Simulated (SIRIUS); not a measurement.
Write the native input for SIRIUS 7.12.0 that does the following.

| Property | Result |
| --- | --- |
| Task | single point |
| Functional | PBEsol |
| Potentials or basis | all-electron FP-LAPW |
| Cutoff | 194 eV |
| Basis | apw+lo standard |
| k mesh | 13 × 13 × 13 |
| Occupations | fermi-dirac, width 0.05 eV |
| Spin | no spin polarisation |
| Muffin tin radii | Cu 2.33 bohr |
| Basis cutoff (gk_cutoff) | 3.78 1/bohr |
| Cutoff of density and potential (pw_cutoff) | 20 1/bohr |
| lmax of the basis | 10 |
| lmax of density and potential | 8 |
| Valence relativity | iora |
| Core states | Cu 1s2s2p |
| Local orbitals (radial functions) | Cu 13 |
| Reference energy of the basis | 0.22 Ha |
| Smallest sphere radius times basis cutoff | 8.81 |
| Start of the SCF | LDA density |

The system is Cu.

```xyz
1
Lattice="0.0000 1.8075 1.8075 1.8075 0.0000 1.8075 1.8075 1.8075 0.0000" Properties=species:S:1:pos:R:3 pbc="T T T"
Cu    0.0000    0.0000    0.0000
```

One way to write it, as run:

sirius.json

```json
{
  "control": {
    "processing_unit": "cpu",
    "std_evp_solver_name": "lapack",
    "gen_evp_solver_name": "lapack",
    "verbosity": 2,
    "print_forces": true,
    "ortho_rf": true,
    "use_second_variation": true,
    "rmt_max": 3.0,
    "num_bands_to_print": 18,
    "save_wf": true
  },
  "parameters": {
    "electronic_structure_method": "full_potential_lapwlo",
    "xc_functionals": ["XC_GGA_X_PBE_SOL", "XC_GGA_C_PBE_SOL"],
    "core_relativity": "dirac",
    "valence_relativity": "iora",
    "num_fv_states": 18,
    "smearing": "fermi_dirac",
    "smearing_width": 0.0018374661,
    "pw_cutoff": 20,
    "gk_cutoff": 3.78,
    "lmax_apw": 10,
    "lmax_rho": 8,
    "lmax_pot": 8,
    "num_mag_dims": 0,
    "auto_rmt": 0,
    "ngridk": [13, 13, 13],
    "shiftk": [0, 0, 0],
    "num_dft_iter": 80,
    "energy_tol": 1e-07,
    "density_tol": 1e-05,
    "use_symmetry": true
  },
  "settings": {"tol_ne": 1e-10},
  "iterative_solver": {"type": "exact"},
  "mixer": {"type": "anderson", "beta": 0.5, "max_history": 8},
  "unit_cell": {
    "lattice_vectors": [[0.0, 3.4156799703, 3.4156799703], [3.4156799703, 0.0, 3.4156799703], [3.4156799703, 3.4156799703, 0.0]],
    "atom_types": ["Cu"],
    "atom_files": {"Cu": "Cu.json"},
    "atoms": {"Cu": [[0.0, 0.0, 0.0]]}
  }
}
```

Cu.json

```json
{
  "name": "copper",
  "symbol": "Cu",
  "number": 29,
  "mass": 63.546,
  "rmin": 1e-06,
  "rmt": 2.33,
  "nrmt": 800,
  "rinf": 15.61,
  "core": "1s2s2p",
  "valence": [
    {"basis": [{"enu": 0.02, "dme": 0, "n": 0, "auto": 0}, {"enu": 0.02, "dme": 1, "n": 0, "auto": 0}]},
    {"l": 0, "n": 1, "basis": [{"enu": 0.12, "dme": 0, "n": 0, "auto": 0}]},
    {"l": 1, "n": 2, "basis": [{"enu": 0.12, "dme": 0, "n": 0, "auto": 0}]},
    {"l": 2, "n": 3, "basis": [{"enu": 0.12, "dme": 0, "n": 0, "auto": 0}]},
    {"l": 3, "n": 4, "basis": [{"enu": 0.12, "dme": 0, "n": 0, "auto": 0}]}
  ],
  "lo": [
    {"l": 0, "basis": [{"enu": 0.12, "dme": 0, "n": 0, "auto": 0}, {"enu": 0.12, "dme": 1, "n": 0, "auto": 0}]},
    {
      "l": 0,
      "basis": [{"enu": -3.8859, "dme": 0, "n": 3, "auto": 1}, {"enu": -3.8859, "dme": 1, "n": 3, "auto": 1}]
    },
    {
      "l": 0,
      "basis": [{"enu": -3.8859, "dme": 1, "n": 3, "auto": 1}, {"enu": 0.12, "dme": 0, "n": 0, "auto": 0}]
    },
    {"l": 0, "basis": [{"enu": 0.12, "dme": 0, "n": 0, "auto": 0}, {"enu": 3.0672, "dme": 0, "n": 0, "auto": 0}]},
    {"l": 1, "basis": [{"enu": 0.12, "dme": 0, "n": 0, "auto": 0}, {"enu": 0.12, "dme": 1, "n": 0, "auto": 0}]},
    {
      "l": 1,
      "basis": [{"enu": -2.3453, "dme": 0, "n": 3, "auto": 1}, {"enu": -2.3453, "dme": 1, "n": 3, "auto": 1}]
    },
    {
      "l": 1,
      "basis": [{"enu": -2.3453, "dme": 1, "n": 3, "auto": 1}, {"enu": 0.12, "dme": 0, "n": 0, "auto": 0}]
    },
    {"l": 1, "basis": [{"enu": 0.12, "dme": 0, "n": 0, "auto": 0}, {"enu": 3.5093, "dme": 0, "n": 0, "auto": 0}]},
    {"l": 2, "basis": [{"enu": 0.12, "dme": 0, "n": 0, "auto": 0}, {"enu": 0.12, "dme": 1, "n": 0, "auto": 0}]},
    {"l": 2, "basis": [{"enu": 0.12, "dme": 1, "n": 0, "auto": 0}, {"enu": 0.12, "dme": 2, "n": 0, "auto": 0}]},
    {"l": 2, "basis": [{"enu": 0.12, "dme": 0, "n": 0, "auto": 0}, {"enu": 2.9935, "dme": 0, "n": 0, "auto": 0}]},
    {"l": 3, "basis": [{"enu": 0.12, "dme": 0, "n": 0, "auto": 0}, {"enu": 0.12, "dme": 1, "n": 0, "auto": 0}]},
    {"l": 3, "basis": [{"enu": 0.12, "dme": 0, "n": 0, "auto": 0}, {"enu": 3.3251, "dme": 0, "n": 0, "auto": 0}]}
  ],
  "free_atom": [... radial grid and density of the free atom, the start of the SCF ...]
}
```

sirius_start.json

```json
{
  "control": {
    "processing_unit": "cpu",
    "std_evp_solver_name": "lapack",
    "gen_evp_solver_name": "lapack",
    "verbosity": 1,
    "print_forces": false,
    "ortho_rf": true,
    "use_second_variation": true,
    "rmt_max": 3.0,
    "num_bands_to_print": 18,
    "save_wf": false
  },
  "parameters": {
    "electronic_structure_method": "full_potential_lapwlo",
    "xc_functionals": ["XC_LDA_X", "XC_LDA_C_PW"],
    "core_relativity": "dirac",
    "valence_relativity": "iora",
    "num_fv_states": 18,
    "smearing": "fermi_dirac",
    "smearing_width": 0.0055123983,
    "pw_cutoff": 20,
    "gk_cutoff": 3.02,
    "lmax_apw": 10,
    "lmax_rho": 8,
    "lmax_pot": 8,
    "num_mag_dims": 0,
    "auto_rmt": 0,
    "ngridk": [5, 5, 5],
    "shiftk": [0, 0, 0],
    "num_dft_iter": 30,
    "energy_tol": 0.01,
    "density_tol": 0.05,
    "use_symmetry": true
  },
  "settings": {"tol_ne": 1e-10},
  "iterative_solver": {"type": "exact"},
  "mixer": {"type": "anderson", "beta": 0.5, "max_history": 8},
  "unit_cell": {
    "lattice_vectors": [[0.0, 3.4156799703, 3.4156799703], [3.4156799703, 0.0, 3.4156799703], [3.4156799703, 3.4156799703, 0.0]],
    "atom_types": ["Cu"],
    "atom_files": {"Cu": "Cu.json"},
    "atoms": {"Cu": [[0.0, 0.0, 0.0]]}
  }
}
```

Potentials or basis: all-electron FP-LAPW, apw+lo standard.

The run is started by

```console
$ OMP_NUM_THREADS=1 sirius.scf --input=sirius_start.json --output=start.json
$ OMP_NUM_THREADS=1 sirius.scf --input=sirius.json --output=output.json --task=1
```

Results of the run:

| Item | Value |
| --- | --- |
| Band gap on the k mesh | none (metal or under the smearing width) |
| All electrons inside the program's atomic spheres | Cu 28.14 (radii Cu 2.33 bohr) |

It took 27 s on 1 thread of Intel(R) Xeon(R) Platinum 8259CL CPU @ 2.50GHz (Skylake/Cascade Lake), with other jobs on the host, peak memory 0.31 GiB.
